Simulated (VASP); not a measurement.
# HCl in VASP: notebook, part 2 of 2

VASP 6.6.1.

### 3 Single point, PBE+D3(BJ)

The input, INCAR:

```
SYSTEM = HCl
ALGO = Normal
EDIFF = 1E-6
ENCUT = 520
GGA = PE
ISIF = 2
ISMEAR = -1
IVDW = 12
LASPH = .TRUE.
LCHARG = .TRUE.
LELF = .TRUE.
LREAL = Auto
LVHAR = .TRUE.
LWAVE = .FALSE.
NBANDS = 46
NELM = 100
PREC = Accurate
SIGMA = 0.05
```

The input, KPOINTS:

```
k-points
0
G
  1 1 1
  0 0 0
```

The input, POSCAR:

```
HCl
1.0
    7.4168600000      0.0000000000      0.0000000000
    0.0000000000      7.4168600000      0.0000000000
    0.0000000000      0.0000000000      7.4168600000
Cl H
8 8
Direct
    0.9568065192      0.6781171547      0.8408410028
    0.4279708664      0.5315861429      0.1192957667
    0.2727704177      0.0528121065      0.3274431498
    0.1344908762      0.1904984050      0.8235425773
    0.6733307626      0.2334276230      0.6330306895
    0.8046936305      0.8159652467      0.3866191353
    0.8919542771      0.2987922113      0.1798200317
    0.5014520970      0.0068762252      0.9375396057
    0.9094684273      0.6454348606      0.6741262475
    0.4658979676      0.6860180723      0.0640297916
    0.2427577169      0.1042354851      0.5005352669
    0.1902557147      0.3473707202      0.8876937141
    0.6093683850      0.1218574976      0.7646092821
    0.7712697826      0.9465326297      0.4867154025
    1.0560803359      0.3340497192      0.1845659754
    0.3433663302      0.0623848906      0.8845522229
```

Potentials or basis: VASP PAW PBE potentials, release 64 (Cl, H).

The run is started by

```
> cat potpaw_PBE.64/Cl/POTCAR potpaw_PBE.64/H/POTCAR > POTCAR
> mpirun -np 1 vasp_gam > vasp.out
```

It took 54 s on 1 thread of Intel Xeon Platinum 8488C (Sapphire Rapids), shared host; peak memory 0.4 GiB.

It converged, with:

```
Free energy                : -49.7126 eV
Pressure                   : 0.9 GPa
Largest force              : 1.801 eV/Å
Band gap on the k mesh     : 5.04 eV, direct
Dispersion energy per atom : -0.063 eV
```

Forces in eV/Å, atoms in the order of the input:
```
Cl  -0.075 -0.076 -0.382
Cl  -0.382 -1.336  0.465
Cl  -0.155  0.428  1.743
Cl  -0.236  0.806 -0.138
Cl   0.092 -0.086 -0.185
Cl   0.287 -1.428 -0.942
Cl  -1.484 -0.094  0.117
Cl   0.731 -1.194  1.115
H    0.081  0.154  0.355
H    0.259  1.234 -0.471
H    0.256 -0.413 -1.633
H   -0.104 -0.574 -0.333
H    0.380  0.648 -0.661
H   -0.364  1.435  0.930
H    1.243  0.219  0.167
H   -0.530  0.278 -0.147
```

Stress tensor (GPa, compression positive):
```
 1.73 -0.31 -0.32
-0.31  0.79 -0.75
-0.32 -0.75  0.22
```

Levels at points of the mesh, in eV from the valence-band top:
```tsv
k point	band 29	band 30	band 31	band 32	band 33	band 34	band 35	band 36
(0.00, 0.00, 0.00)	-0.32	-0.16	-0.13	0.00	5.04	6.22	6.43	6.82
```

### 4 Single point, PBE+D3(BJ)

The input, INCAR:

```
SYSTEM = HCl
  PREC = Accurate
  ENCUT = 520
  EDIFF = 1E-6
  ISMEAR = -1
  SIGMA = 0.05
  LREAL = Auto
  LASPH = .True.
  NELM = 100
  ALGO = Fast
  ISIF = 2
  LWAVE = .False.
  LCHARG = .False.
  GGA = PE
  IVDW = 12
  NBANDS = 46
```

The input, KPOINTS:

```
regular mesh
0
Gamma
  1 1 1
  0 0 0
```

The input, POSCAR:

```
HCl
1.0
    7.4168600000      0.0000000000      0.0000000000
    0.0000000000      7.4168600000      0.0000000000
    0.0000000000      0.0000000000      7.4168600000
Cl H
8 8
Direct
    0.9333194910      0.6798159868      0.8654875513
    0.4465771229      0.5396758197      0.1002176123
    0.2807657149      0.0420798020      0.2893138067
    0.1649754748      0.2035362674      0.7778628692
    0.6736273841      0.2557686137      0.6246713569
    0.8148596576      0.7896872801      0.3150659443
    0.8839859455      0.2734310746      0.1786065801
    0.5130742659     -0.0087233681      0.9281151323
    0.9080662167      0.7788471132      0.7246597617
    0.3544761530      0.5329344224      0.2390364656
    0.1163834830     -0.0003910010      0.3535997713
    0.0989367468      0.3794058402      0.7692743290
    0.6517582912      0.2827746513      0.7963747462
    0.7614543082      0.9414361334      0.3016235981
    1.0350471763      0.3456853709      0.2202414499
    0.4422356631      0.1343560482      0.9907292304
```

The run is started by

```
> cat potpaw_PBE.64/Cl/POTCAR potpaw_PBE.64/H/POTCAR > POTCAR
> mpirun -np 1 vasp_gam > vasp.out
```

It took 44 s on 1 thread of Intel Xeon Platinum 8488C (Sapphire Rapids), shared host; peak memory 0.4 GiB.

Results (log left out):

```yaml
Free_energy: -49.2206 eV
Pressure: 0.7 GPa
Largest_force: 3.369 eV/Å
Band_gap_on_the_k_mesh: 4.67 eV, direct
Dispersion_energy_per_atom: -0.063 eV
```

Forces on the atoms (eV/Å):
```
Cl   0.060 -0.049 -0.212
Cl   0.817 -0.055 -1.390
Cl  -1.342 -0.421  0.826
Cl  -0.879  2.311 -0.200
Cl   0.097  0.443  0.029
Cl   1.116 -3.100  0.596
Cl  -0.282  0.067 -0.127
Cl   0.511 -0.658  0.053
H    0.013 -0.063  0.053
H   -0.843 -0.062  1.417
H    1.255  0.329 -0.502
H    0.668 -2.082  0.131
H    0.096 -0.116 -0.474
H   -1.146  3.153 -0.307
H    0.176 -0.038  0.035
H   -0.317  0.341  0.072
```

Stress tensor (GPa, compression positive):
```
 0.47 -0.42 -0.46
-0.42  0.61 -0.41
-0.46 -0.41  1.14
```

Levels at points of the mesh, in eV from the valence-band top:
| k point | band 30 | band 31 | band 32 | band 33 | band 34 | band 35 |
| --- | --- | --- | --- | --- | --- | --- |
| (0.00, 0.00, 0.00) | -0.35 | -0.16 | 0.00 | 4.67 | 5.89 | 6.05 |

A hybrid or GW would open this gap; PBE tends to underestimate it.

### 5 Single point, PBE+D3(BJ)

The input, INCAR:

```
PREC = Accurate
ENCUT = 520
EDIFF = 1E-6
ISMEAR = -1
SIGMA = 0.05
LREAL = Auto
LASPH = True
NELM = 100
ALGO = Normal
ISIF = 2
LWAVE = False
LCHARG = False
GGA = PE
IVDW = 12
NBANDS = 46
```

The input, KPOINTS:

```
Automatic mesh
0
Gamma
  1 1 1
```

The input, POSCAR:

```
HCl
1.0
    7.4168600000      0.0000000000      0.0000000000
    0.0000000000      7.4168600000      0.0000000000
    0.0000000000      0.0000000000      7.4168600000
Cl H
8 8
Direct
    0.9361373951      0.6810024727      0.8973878434
    0.4754303034      0.5324355590      0.0564389782
    0.2873722842      0.0422146299      0.2863880402
    0.2110461840      0.1887456417      0.7465153717
    0.6846023789      0.3296138797      0.6138716384
    0.7947163624      0.7940691883      0.3232500007
    0.8793074158      0.2727973833      0.1848221485
    0.5456486977     -0.0423224923      0.9185558309
    1.0189487195      0.7741281351      0.7848065084
    0.5968698344      0.4345235046      0.1189182484
    0.1187834205      0.0047189781      0.2538405740
    0.0423629407      0.1345852558      0.7544432550
    0.6027618156      0.4483703346      0.6989211068
    0.6699061328      0.7585150589      0.2209155896
    1.0218879688      0.3436090205      0.2553371642
    0.5882408459      0.1184733162      0.8914554137
```

The run is started by

```
> cat potpaw_PBE.64/Cl/POTCAR potpaw_PBE.64/H/POTCAR > POTCAR
> mpirun -np 1 vasp_gam > vasp.out
```

Wall time 41 s (1 thread of Intel Xeon Platinum 8488C (Sapphire Rapids), shared host); peak memory 0.42 GiB.

The run converged. Its results:

| Property | Result |
| --- | --- |
| Free energy | -49.5664 eV |
| Pressure | 1.5 GPa |
| Largest force | 2.470 eV/Å |
| Band gap on the k mesh | 4.88 eV, direct |
| Dispersion energy per atom | -0.063 eV |

Forces on the atoms (eV/Å):
```
Cl  -0.407 -0.765  0.761
Cl  -1.226  0.767 -0.512
Cl  -0.434 -0.174  0.054
Cl  -1.096 -0.172 -0.031
Cl   0.673 -1.083 -0.794
Cl   1.675  0.486  1.749
Cl   0.106 -0.108 -0.081
Cl  -0.009 -1.171  0.122
H    0.686  0.690 -0.926
H    1.126 -0.847  0.614
H    0.386  0.058  0.034
H    0.748  0.396 -0.002
H   -0.714  1.167  0.846
H   -1.702 -0.415 -1.435
H   -0.085  0.077 -0.072
H    0.272  1.093 -0.325
```

Stress tensor (GPa, compression positive):
```
 1.06 -0.66  0.13
-0.66  1.83 -0.12
 0.13 -0.12  1.66
```

Levels at points of the mesh, in eV from the valence-band top:
| k point | band 30 | band 31 | band 32 | band 33 | band 34 | band 35 |
| --- | --- | --- | --- | --- | --- | --- |
| (0.00, 0.00, 0.00) | -0.43 | -0.13 | 0.00 | 4.88 | 5.99 | 6.57 |

PBE gaps usually lie below the measured ones, often by a third to a half.

### 6 Molecular dynamics, PBE+D3(BJ)

The input, INCAR:

```
PREC = Accurate
ENCUT = 520
EDIFF = 1E-5
ISMEAR = -1
SIGMA = 0.05
LREAL = Auto
LASPH = T
NELM = 100
ALGO = Normal
ISIF = 2
LWAVE = F
LCHARG = F
GGA = PE
IVDW = 12
IBRION = 0
NSW = 40
POTIM = 0.5
TEBEG = 1000.0
TEEND = 1000.0
ISYM = 0
NELMIN = 4
RANDOM_SEED = 742543 0 0
MDALGO = 3
LANGEVIN_GAMMA = 20 20
```

KPOINTS is that of step 5.

The input, POSCAR:

```
HCl
1.0
    7.4168600000      0.0000000000      0.0000000000
    0.0000000000      7.4168600000      0.0000000000
    0.0000000000      0.0000000000      7.4168600000
Cl H
8 8
Direct
    0.9663032600      0.6857513800      0.8345104500
    0.3994602000      0.5013683800      0.1282753200
    0.2652491300      0.0633815100      0.3534515000
    0.1378984300      0.1912465800      0.8058582800
    0.6651801800      0.2531602000      0.6146562400
    0.7722418700      0.8278286600      0.4159909100
    0.8848880500      0.3359783400      0.2052818400
    0.5245519400     -0.0472766800      0.9601071900
    0.8997992300      0.7264039000      0.6759687100
    0.4268359900      0.6715673200      0.0917158200
    0.2450200900      0.1382158400      0.5109062700
    0.1774994600      0.3555268300      0.8522900100
    0.6378210700      0.1646948300      0.7645513100
    0.7336991600      0.9894171900      0.4772946900
    1.0218353800      0.2367353700      0.2535581000
    0.3729662500      0.0330568700      0.9176000400
```

Potentials or basis: VASP PAW PBE potentials, release 64 (Cl, H).

The run is started by

```
> cat potpaw_PBE.64/Cl/POTCAR potpaw_PBE.64/H/POTCAR > POTCAR
> mpirun -np 1 vasp_gam > vasp.out
```

Run time: 10 min. Hardware: 1 thread of Intel Xeon Platinum 8488C (Sapphire Rapids), shared host; peak memory 0.46 GiB.

Results (log left out):

* Dispersion energy per atom: -0.063 eV

The path:
```tsv
step	potential energy change (eV)	largest force (eV/Å)	pressure (GPa)	volume (Å³)	temperature (K)
1	0.0000	0.3675	-0.29	408.00	1086
2	0.0335	0.8426	-0.27	408.00	1065
3	0.1153	1.3168	-0.20	408.00	1022
4	0.2309	1.8872	-0.17	408.00	1006
5	0.3532	2.4080	-0.12	408.00	954
6	0.4569	2.8107	-0.15	408.00	902
7	0.5105	2.9187	-0.28	408.00	898
8	0.4963	2.6286	-0.45	408.00	968
9	0.4324	2.3326	-0.63	408.00	1052
10	0.3407	2.2238	-0.78	408.00	1095
11	0.2578	2.0201	-0.92	408.00	1139
12	0.2011	1.7436	-1.04	408.00	1151
13	0.1695	1.2882	-1.04	408.00	1169
14	0.1855	1.5022	-0.99	408.00	1161
15	0.2370	1.8615	-0.81	408.00	1127
16	0.3174	2.0617	-0.52	408.00	1128
17	0.4329	2.1817	-0.19	408.00	1088
18	0.5667	2.6498	0.20	408.00	1006
19	0.6688	3.3577	0.52	408.00	940
20	0.7108	3.7556	0.72	408.00	851
21	0.6705	3.6817	0.80	408.00	792
22	0.5751	3.1388	0.77	408.00	821
23	0.4455	2.2763	0.63	408.00	908
24	0.3395	1.6697	0.48	408.00	970
25	0.2780	1.3845	0.31	408.00	1002
26	0.2853	1.4271	0.18	408.00	1001
27	0.3575	2.1637	0.07	408.00	992
28	0.4731	2.7293	-0.03	408.00	925
29	0.5798	2.8919	-0.11	408.00	846
30	0.6533	2.6833	-0.19	408.00	780
31	0.6792	2.2727	-0.28	408.00	741
32	0.6714	2.3398	-0.37	408.00	755
33	0.6522	2.4265	-0.48	408.00	781
34	0.6223	2.4551	-0.59	408.00	764
35	0.5915	2.4379	-0.63	408.00	760
36	0.5704	2.3707	-0.66	408.00	788
37	0.5752	2.2570	-0.63	408.00	798
38	0.6030	2.0653	-0.55	408.00	786
39	0.6398	2.2458	-0.40	408.00	746
40	0.6969	2.8654	-0.20	408.00	728
```
